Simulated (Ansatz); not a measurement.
We consider fluorite SrF₂, described by HSE06+SOC in Ansatz (plane waves, PAW).

Settings: plane-wave cutoff 460 eV, 8×8×8 k mesh, Fermi–Dirac smearing 0.01 eV, PAW data made under PBE.

The cell has the measured lattice: a = b = c = 5.7996 Å, α = β = γ = 90.00°.

### Question
What does this level give for the band gap and smallest direct gap on the k points sampled?

### Answer

- band gap = 8.99 eV (on the SCF k mesh) (indirect)
- smallest direct gap on the k points sampled = 9.06 eV

Measured, for comparison: band gap 11.1 eV (temperature not stated, no zero-point or thermal correction; as tabulated in Aguado et al. (1999), arXiv:cond-mat/9901145). Computed (rounded) less measured: band gap -2.11 eV.

Note: cell and atoms aren't relaxed at this level (pressure 0.4 GPa).

Computed values are for the static lattice.

Ansatz is a program for electronic structure.
